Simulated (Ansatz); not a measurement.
# Deforming Ca

```xyz
1
Lattice="0.0000 2.7942 2.7942 2.7942 0.0000 2.7942 2.7942 2.7942 0.0000" Properties=species:S:1:pos:R:3 pbc="T T T"
Ca    0.0000    0.0000    0.0000
```

The conventional cell has a = 5.588 Å, b = 5.588 Å, c = 5.588 Å, α = 90.00°, β = 90.00°, γ = 90.00°. Ca (atom 1) is surrounded by 12 Ca at 3.95 Å.

The cell is a measured one (Crystallography Open Database entry 9011033); the temperature and pressure of the measurement aren't taken into account, and nothing was relaxed.

All numbers below come from DFT, PBE, all-electron LAPW, scalar-relativistic (Ansatz 0.2.0).

The runs use a Γ-centred 11×11×11 k mesh, Fermi–Dirac smearing of 0.05 eV, basis error target 1 meV/atom, no spin polarisation.

The unchanged cell is at -0.56 GPa, so energy changes include a term −P ΔV where the volume moves.

In a metal, stresses and small energies carry noise from the k mesh.

x, y and z are the Cartesian axes of the cell as listed; fractional coordinates follow a strain, and an engineering shear is twice the off-diagonal strain component.

Problem. With this change (x and y strained by +3 %, z held), what becomes of the energy and stress?

Solution. Energy change +17 meV/atom; stress change (xx, yy, zz, yz, xz, xy) -0.88, -0.88, -0.71, 0.00, 0.00, 0.00 GPa, compression positive.

With equal xy, yz and zx engineering shear strains of -2 %: energy change +2 meV/atom; stress change (xx, yy, zz, yz, xz, xy) 0.01, 0.01, 0.01, 0.28, 0.28, 0.28 GPa, compression positive.
